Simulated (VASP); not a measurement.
A run of VASP 6.6.1 is set up as follows.

Contents of INCAR:

```
SYSTEM = Cu
  ALGO = Normal
  EDIFF = 1E-6
  EDIFFG = -0.005
  ENCUT = 600
  IBRION = 2
  ISIF = 3
  ISMEAR = -1
  LASPH = .TRUE.
  LCHARG = .FALSE.
  LMIXTAU = .TRUE.
  LREAL = .FALSE.
  LWAVE = .FALSE.
  METAGGA = R2SCAN
  NELM = 80
  NSW = 40
  PREC = Accurate
  SIGMA = 0.05
```

The input KPOINTS:

```
k-points
0
G
  10 10 6
  0 0 0
```

POSCAR

```
Cu
1.0
    2.5340966698      0.0000000000      0.0000000000
   -1.2670483349      2.1945920917      0.0000000000
    0.0000000000      0.0000000000      4.1125710000
Cu
2
Direct
    0.6666666667      0.3333333333      0.7500000000
    0.3333333333      0.6666666667      0.2500000000
```

Potentials or basis: VASP PAW PBE potentials, release 64 (Cu).

The run is started by

```bash
$ cat potpaw_PBE.64/Cu/POTCAR > POTCAR
$ mpirun -np 1 vasp_std > vasp.out
```

Q: Estimate the relaxed volume.

A: 11.52 Å³/atom.

Q: What does it give for the space group after relaxing (to 0.05 Å)?

A: P6_3/mmc (No. 194).

Q: What does it give for the band gap on the k mesh?

A: None (metal or under the smearing width).

Final structure:
```
Cu
1.0
     2.54104    0.00000    0.00000
    -1.27052    2.20060    0.00000
     0.00000    0.00000    4.11868
Cu
2
Direct
  0.66667 0.33333 0.75000
  0.33333 0.66667 0.25000
```

Caveat: the PAW data sets were made with another functional, which shifts forces and pressure a little.
